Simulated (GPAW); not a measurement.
# Ag (P6_3/mmc) in GPAW: a series of runs

Aim: see how the results for Ag move with the level of theory and the settings. Levels: PBEsol+D3(BJ)+ATM, PBEsol+D4. Tasks: relaxation of cell and atoms.

Everything below comes from runs of GPAW 26.7.0. Logs are shortened: lines on timing, memory, paths and dates and some standing lists are left out, and cuts for length are marked. The log counts tension as positive stress, the text compression.

## (1) The crystal as given

The structure is hexagonal, space group P6_3/mmc (No. 194). The conventional cell has a = 2.930 Å, b = 2.930 Å, c = 4.790 Å, α = 90.00°, β = 90.00°, γ = 120.00°. Ag (site symmetry -6m2) is surrounded by 12 Ag at 2.93 Å.

This isn't the form of Ag at room conditions, which is fcc.

## (2) Relaxation of cell and atoms, PBEsol+D3(BJ)+ATM

Input file run.py:

```python
from ase import Atoms
from ase.calculators.mixing import SumCalculator
from ase.filters import FrechetCellFilter
from ase.io import write
from ase.optimize import BFGS
from dftd3.ase import DFTD3
from gpaw import GPAW, PW, setup_paths

setup_paths.insert(0, '.')

atoms = Atoms(['Ag', 'Ag'],
              cell=[[2.93, 0.0, 0.0],
                    [-1.465, 2.5374544331, 0.0],
                    [0.0, 0.0, 4.79]],
              scaled_positions=[[0.6666666667, 0.3333333333, 0.75],
                                [0.3333333333, 0.6666666667, 0.25]],
              pbc=True)

calc = GPAW(mode=PW(600),
            xc='PBEsol',
            kpts={'size': (8, 8, 4), 'gamma': True},
            occupations={'name': 'fermi-dirac', 'width': 0.05},
            nbands=31,
            convergence={'density': 1e-05, 'forces': 0.0001},
            maxiter=150,
            txt='gpaw.txt')
atoms.calc = SumCalculator([calc, DFTD3(damping='d3bj', params_tweaks=dict(method='pbesol', atm=True))])
opt = BFGS(FrechetCellFilter(atoms), trajectory='relax.traj', logfile='-')
done = opt.run(fmax=0.02, steps=60)
calc.write('gs.gpw')
write('result.traj', atoms)
print('Converged:', done)
print('Cell:', atoms.cell.cellpar().round(4))
print('Volume:', round(atoms.get_volume(), 4))
print(atoms.get_scaled_positions().round(5))
```

Potentials or basis: PAW data sets generated in the run's folder for this functional, pw.

Launch:

```
> gpaw-setup -f PBEsol Ag
> OMP_NUM_THREADS=1 python run.py
```

gpaw.txt:

```text
__  _  _
 | _ |_)|_||  |
 |__||  | ||/\| - 26.7.0

Input parameters:
  mode=PW(ecut=600.0),
  convergence={'density': 1e-05, 'forces': 0.0001},
  kpts=MonkhorstPack(size=(8, 8, 4), gamma=True),
  maxiter=150,
  nbands=31,
  occupations=Occupations(name='fermi-dirac', width=0.05),
  xc=XC(name='PBEsol')

Diagonalizing LCAO Hamiltonian
Converting LCAO to pw mode

          Ag

        Ag

Atoms  # Å, Bohr magnetons
|   | symbol |         x |        y |        z |    initial magnetic moments |
|---|--------|-----------|----------|----------|-----------------------------|
| 0 |     Ag |  1.465000 | 0.845818 | 3.592500 | ( 0.0000,  0.0000,  0.0000) |
| 1 |     Ag | -0.000000 | 1.691636 | 1.197500 | ( 0.0000,  0.0000,  0.0000) |

Unit cell  # Å
| periodic |         x |        y |        z |  lengths |     angles |
|----------|-----------|----------|----------|----------|------------|
|      yes |  2.930000 | 0.000000 | 0.000000 | 2.930000 |  90.000000 |
|      yes | -1.465000 | 2.537454 | 0.000000 | 2.930000 |  90.000000 |
|      yes |  0.000000 | 0.000000 | 4.790000 | 4.790000 | 120.000000 |

Number of symmetries: 12
Symmetry operations  # r_c * U_cc + t_c -> r_c
|    | kind |            matrix            |
|----|------|------------------------------|
|  0 |  σ   |  1, 1, 0,  0,-1, 0,  0, 0, 1 |
|  1 |  S6  |  1, 1, 0, -1, 0, 0,  0, 0,-1 |
|  2 |  E   |  1, 0, 0,  0, 1, 0,  0, 0, 1 |
|  3 |  C2  |  1, 0, 0, -1,-1, 0,  0, 0,-1 |
|  4 |  C2  |  0, 1, 0,  1, 0, 0,  0, 0,-1 |
|  5 |  C3  |  0, 1, 0, -1,-1, 0,  0, 0, 1 |
|  6 |  S6  |  0,-1, 0,  1, 1, 0,  0, 0,-1 |
|  7 |  σ   |  0,-1, 0, -1, 0, 0,  0, 0, 1 |
|  8 |  σ   | -1, 0, 0,  1, 1, 0,  0, 0, 1 |
|  9 |  i   | -1, 0, 0,  0,-1, 0,  0, 0,-1 |
| 10 |  C3  | -1,-1, 0,  1, 0, 0,  0, 0, 1 |
| 11 |  C2  | -1,-1, 0,  0, 1, 0,  0, 0,-1 |
[... 165 lines left out ...]
No gap
No difference between direct/indirect transitions

Stress tensor  # eV/Ang^3
|        x |        y |        z |
|----------|----------|----------|
| 0.034124 | 0.000000 | 0.000000 |
| 0.000000 | 0.034124 | 0.000000 |
| 0.000000 | 0.000000 | 0.042726 |

Forces  # eV/Ang
|       x |       y |        z |
|---------|---------|----------|
| 0.00000 | 0.00000 |  0.00001 |  # Ag   0
| 0.00000 | 0.00000 | -0.00001 |  # Ag   1

Interpolating wave functions to new cell

          Ag

        Ag

Atoms  # Å, Bohr magnetons
|   | symbol |         x |        y |        z |    initial magnetic moments |
|---|--------|-----------|----------|----------|-----------------------------|
| 0 |     Ag |  1.454274 | 0.839626 | 3.562266 | ( 0.0000,  0.0000,  0.0000) |
| 1 |     Ag | -0.000000 | 1.679251 | 1.187422 | ( 0.0000,  0.0000,  0.0000) |

Unit cell  # Å
| periodic |         x |         y |         z |  lengths |     angles |
|----------|-----------|-----------|-----------|----------|------------|
|      yes |  2.908549 |  0.000000 | -0.000000 | 2.908549 |  90.000000 |
|      yes | -1.454274 |  2.518877 | -0.000000 | 2.908549 |  90.000000 |
|      yes | -0.000000 | -0.000000 |  4.749688 | 4.749688 | 120.000000 |
[... 200 lines left out ...]
          Ag

        Ag

Atoms  # Å, Bohr magnetons
|   | symbol |         x |        y |        z |    initial magnetic moments |
|---|--------|-----------|----------|----------|-----------------------------|
| 0 |     Ag |  1.415408 | 0.817186 | 3.450034 | ( 0.0000,  0.0000,  0.0000) |
| 1 |     Ag | -0.000000 | 1.634372 | 1.150015 | ( 0.0000,  0.0000,  0.0000) |

Unit cell  # Å
| periodic |         x |        y |        z |  lengths |     angles |
|----------|-----------|----------|----------|----------|------------|
|      yes |  2.830815 | 0.000000 | 0.000000 | 2.830815 |  90.000000 |
|      yes | -1.415408 | 2.451558 | 0.000000 | 2.830815 |  90.000000 |
|      yes |  0.000000 | 0.000000 | 4.600049 | 4.600049 | 120.000000 |

Number of symmetries: 12
Symmetry operations  # r_c * U_cc + t_c -> r_c
|    | kind |            matrix            |
|----|------|------------------------------|
|  0 |  σ   |  1, 1, 0,  0,-1, 0,  0, 0, 1 |
|  1 |  S6  |  1, 1, 0, -1, 0, 0,  0, 0,-1 |
|  2 |  E   |  1, 0, 0,  0, 1, 0,  0, 0, 1 |
|  3 |  C2  |  1, 0, 0, -1,-1, 0,  0, 0,-1 |
|  4 |  C2  |  0, 1, 0,  1, 0, 0,  0, 0,-1 |
|  5 |  C3  |  0, 1, 0, -1,-1, 0,  0, 0, 1 |
|  6 |  S6  |  0,-1, 0,  1, 1, 0,  0, 0,-1 |
|  7 |  σ   |  0,-1, 0, -1, 0, 0,  0, 0, 1 |
|  8 |  σ   | -1, 0, 0,  1, 1, 0,  0, 0, 1 |
|  9 |  i   | -1, 0, 0,  0,-1, 0,  0, 0,-1 |
| 10 |  C3  | -1,-1, 0,  1, 0, 0,  0, 0, 1 |
| 11 |  C2  | -1,-1, 0,  0, 1, 0,  0, 0,-1 |
[... 110 lines left out ...]
SCF iterations
|iter     | |      energy | eigst |  dens |force |
|---------|-|-------------|-------|-------|------|
|iter:   1| |   -7.539709 | -0.94 |       |      |
|iter:   2| |   -7.344928 | -3.80 | -1.26 |      |
|iter:   3| |   -6.812598 | -2.93 | -1.32 |      |
|iter:   4| |   -6.820354 | -3.70 | -2.20 |      |
|iter:   5| |   -6.826652c| -3.46 | -2.48 |      |
|iter:   6| |   -6.826672c| -6.19 | -3.43 |      |
|iter:   7| |   -6.826667c| -6.46 | -3.71 |      |
|iter:   8| |   -6.826667c| -8.38c| -4.66 |      |
|iter:   9| |   -6.826667c| -8.04c| -5.19c|      |
|iter:  10| |   -6.826667c| -9.14c| -6.31c|-3.86 |
|iter:  11| |   -6.826667c|-10.24c| -6.69c|-4.23c|

Converged in 11 steps
Energy contributions relative to reference atoms: (reference = -289057.935154)

Energy contributions:
  Kinetic:          -0.290648
  Coulomb:          -1.315776
  Zero:              0.351287
  External:          0.000000
  Xc:               -5.566047
  Entropy:          -0.010966
  Spinorbit:         0.000000
  ----------------------------
  Free energy:      -6.832149
  Extrapolated:     -6.826667

dipole moment: (0.000000, 0.000001, 0.000001)  # |e|*Ang

Fermi level: 8.888
Eigenvalues  # (at kpt = [0.000, 0.000, 0.000])
| band index |      eig [eV] | occ [0-2] |
|------------|---------------|-----------|
|          0 |       -46.630 |     2.000 |
|        ... |               |           |
|         10 |         4.127 |     2.000 |
|         11 |         4.407 |     2.000 |
|         12 |         4.407 |     2.000 |
|         13 |         4.774 |     2.000 |
|         14 |         4.774 |     2.000 |
|         15 |         5.953 |     2.000 |
[... 31 lines left out ...]
          Ag

        Ag

Atoms  # Å, Bohr magnetons
|   | symbol |         x |        y |        z |    initial magnetic moments |
|---|--------|-----------|----------|----------|-----------------------------|
| 0 |     Ag |  1.422977 | 0.821556 | 3.469091 | ( 0.0000,  0.0000,  0.0000) |
| 1 |     Ag | -0.000000 | 1.643112 | 1.156366 | ( 0.0000,  0.0000,  0.0000) |

Unit cell  # Å
| periodic |         x |        y |         z |  lengths |     angles |
|----------|-----------|----------|-----------|----------|------------|
|      yes |  2.845954 | 0.000000 |  0.000000 | 2.845954 |  90.000000 |
|      yes | -1.422977 | 2.464668 | -0.000000 | 2.845954 |  90.000000 |
|      yes |  0.000000 | 0.000000 |  4.625457 | 4.625457 | 120.000000 |

Number of symmetries: 12
Symmetry operations  # r_c * U_cc + t_c -> r_c
|    | kind |            matrix            |
|----|------|------------------------------|
|  0 |  σ   |  1, 1, 0,  0,-1, 0,  0, 0, 1 |
|  1 |  S6  |  1, 1, 0, -1, 0, 0,  0, 0,-1 |
|  2 |  E   |  1, 0, 0,  0, 1, 0,  0, 0, 1 |
|  3 |  C2  |  1, 0, 0, -1,-1, 0,  0, 0,-1 |
|  4 |  C2  |  0, 1, 0,  1, 0, 0,  0, 0,-1 |
|  5 |  C3  |  0, 1, 0, -1,-1, 0,  0, 0, 1 |
|  6 |  S6  |  0,-1, 0,  1, 1, 0,  0, 0,-1 |
|  7 |  σ   |  0,-1, 0, -1, 0, 0,  0, 0, 1 |
|  8 |  σ   | -1, 0, 0,  1, 1, 0,  0, 0, 1 |
|  9 |  i   | -1, 0, 0,  0,-1, 0,  0, 0,-1 |
| 10 |  C3  | -1,-1, 0,  1, 0, 0,  0, 0, 1 |
| 11 |  C2  | -1,-1, 0,  0, 1, 0,  0, 0,-1 |
[... 183 lines left out ...]
          Ag

        Ag

Atoms  # Å, Bohr magnetons
|   | symbol |         x |        y |        z |    initial magnetic moments |
|---|--------|-----------|----------|----------|-----------------------------|
| 0 |     Ag |  1.422561 | 0.821316 | 3.465576 | ( 0.0000,  0.0000,  0.0000) |
| 1 |     Ag | -0.000000 | 1.642631 | 1.155194 | ( 0.0000,  0.0000,  0.0000) |

Unit cell  # Å
| periodic |         x |        y |         z |  lengths |     angles |
|----------|-----------|----------|-----------|----------|------------|
|      yes |  2.845121 | 0.000000 |  0.000000 | 2.845121 |  90.000000 |
|      yes | -1.422561 | 2.463947 | -0.000000 | 2.845121 |  90.000000 |
|      yes |  0.000000 | 0.000000 |  4.620769 | 4.620769 | 120.000000 |

Number of symmetries: 12
Symmetry operations  # r_c * U_cc + t_c -> r_c
|    | kind |            matrix            |
|----|------|------------------------------|
|  0 |  σ   |  1, 1, 0,  0,-1, 0,  0, 0, 1 |
|  1 |  S6  |  1, 1, 0, -1, 0, 0,  0, 0,-1 |
|  2 |  E   |  1, 0, 0,  0, 1, 0,  0, 0, 1 |
|  3 |  C2  |  1, 0, 0, -1,-1, 0,  0, 0,-1 |
|  4 |  C2  |  0, 1, 0,  1, 0, 0,  0, 0,-1 |
|  5 |  C3  |  0, 1, 0, -1,-1, 0,  0, 0, 1 |
|  6 |  S6  |  0,-1, 0,  1, 1, 0,  0, 0,-1 |
|  7 |  σ   |  0,-1, 0, -1, 0, 0,  0, 0, 1 |
|  8 |  σ   | -1, 0, 0,  1, 1, 0,  0, 0, 1 |
|  9 |  i   | -1, 0, 0,  0,-1, 0,  0, 0,-1 |
| 10 |  C3  | -1,-1, 0,  1, 0, 0,  0, 0, 1 |
| 11 |  C2  | -1,-1, 0,  0, 1, 0,  0, 0,-1 |
[... 163 lines left out ...]
No gap
No difference between direct/indirect transitions

Stress tensor  # eV/Ang^3
|         x |         y |         z |
|-----------|-----------|-----------|
| -0.029322 |  0.000000 | -0.000000 |
|  0.000000 | -0.029322 |  0.000000 |
| -0.000000 |  0.000000 | -0.023799 |

Forces  # eV/Ang
|       x |       y |        z |
|---------|---------|----------|
| 0.00000 | 0.00000 |  0.00002 |  # Ag   0
| 0.00000 | 0.00000 | -0.00002 |  # Ag   1

Interpolating wave functions to new cell

          Ag

        Ag

Atoms  # Å, Bohr magnetons
|   | symbol |         x |        y |        z |    initial magnetic moments |
|---|--------|-----------|----------|----------|-----------------------------|
| 0 |     Ag |  1.422800 | 0.821454 | 3.459046 | ( 0.0000,  0.0000,  0.0000) |
| 1 |     Ag | -0.000000 | 1.642908 | 1.153016 | ( 0.0000,  0.0000,  0.0000) |

Unit cell  # Å
| periodic |         x |         y |         z |  lengths |     angles |
|----------|-----------|-----------|-----------|----------|------------|
|      yes |  2.845601 |  0.000000 |  0.000000 | 2.845601 |  90.000000 |
|      yes | -1.422800 |  2.464363 | -0.000000 | 2.845601 |  90.000000 |
|      yes |  0.000000 | -0.000000 |  4.612062 | 4.612062 | 120.000000 |
[... 396 lines left out ...]
No gap
No difference between direct/indirect transitions

Stress tensor  # eV/Ang^3
|         x |         y |         z |
|-----------|-----------|-----------|
| -0.030326 |  0.000000 | -0.000000 |
|  0.000000 | -0.030326 |  0.000000 |
| -0.000000 |  0.000000 | -0.027790 |

Forces  # eV/Ang
|        x |       y |        z |
|----------|---------|----------|
| -0.00000 | 0.00000 | -0.00000 |  # Ag   0
|  0.00000 | 0.00000 |  0.00000 |  # Ag   1

Interpolating wave functions to new cell

          Ag

        Ag

Atoms  # Å, Bohr magnetons
|   | symbol |         x |        y |        z |    initial magnetic moments |
|---|--------|-----------|----------|----------|-----------------------------|
| 0 |     Ag |  1.426779 | 0.823751 | 3.440071 | ( 0.0000,  0.0000,  0.0000) |
| 1 |     Ag | -0.000000 | 1.647502 | 1.146688 | ( 0.0000,  0.0000,  0.0000) |

Unit cell  # Å
| periodic |         x |         y |         z |  lengths |     angles |
|----------|-----------|-----------|-----------|----------|------------|
|      yes |  2.853558 |  0.000000 |  0.000000 | 2.853558 |  90.000000 |
|      yes | -1.426779 |  2.471254 | -0.000000 | 2.853558 |  90.000000 |
|      yes |  0.000000 | -0.000000 |  4.586759 | 4.586759 | 120.000000 |
[... 399 lines left out ...]
Stress tensor  # eV/Ang^3
|         x |         y |         z |
|-----------|-----------|-----------|
| -0.027858 |  0.000000 | -0.000000 |
|  0.000000 | -0.027858 | -0.000000 |
| -0.000000 | -0.000000 | -0.027737 |

Forces  # eV/Ang
|        x |        y |        z |
|----------|----------|----------|
|  0.00000 | -0.00000 | -0.00003 |  # Ag   0
| -0.00000 |  0.00000 |  0.00003 |  # Ag   1

# Writing to gs.gpw (mode='')
```

Run time: 2 min. Hardware: 1 thread of Intel Xeon Platinum 8559C (Emerald Rapids), shared host; peak memory 0.32 GiB.

What came out:

```yaml
Free_energy: -7.8602 eV
Relaxed_volume: 16.19 Å³/atom
Relaxed_cell: a = 2.857 Å, b = 2.857 Å, c = 4.581 Å, α = 90.00°, β = 90.00°, γ = 120.00°
Space_group_after_relaxing_to_0.05_Å: P6_3/mmc (No. 194)
Energy_gained_by_relaxing: 54.6 meV/atom
Ionic_steps: 9
Pressure_after_relaxing: 0.1 GPa
Band_gap_on_the_k_mesh: none (metal or under the smearing width)
Dispersion_energy_per_atom: -0.506 eV
```

Step by step:
| step | energy change (eV) | largest force (eV/Å) | pressure (GPa) | volume (Å³) |
| --- | --- | --- | --- | --- |
| 1 | 0.0000 | 0.0000 | -9.72 | 35.61 |
| 2 | -0.0449 | 0.0000 | -7.83 | 34.80 |
| 3 | -0.1055 | 0.0000 | 2.02 | 31.92 |
| 4 | -0.1084 | 0.0000 | -0.21 | 32.44 |
| 5 | -0.1085 | 0.0000 | 0.00 | 32.39 |
| 6 | -0.1086 | 0.0000 | 0.21 | 32.34 |
| 7 | -0.1088 | 0.0000 | 0.30 | 32.32 |
| 8 | -0.1091 | 0.0000 | 0.20 | 32.35 |
| 9 | -0.1093 | 0.0000 | 0.05 | 32.38 |

Final structure:
```xyz
2
Lattice="2.8570 0.0000 0.0000 -1.4285 2.4743 0.0000 0.0000 0.0000 4.5809" Properties=species:S:1:pos:R:3 pbc="T T T"
Ag    1.4285    0.8248    3.4356
Ag    0.0000    1.6495    1.1452
```

Caveat: later steps reuse the first step's grids; pairwise dispersion overbinds metals, which lowers pressure and volume.

(Continued in part 2 of 2.)
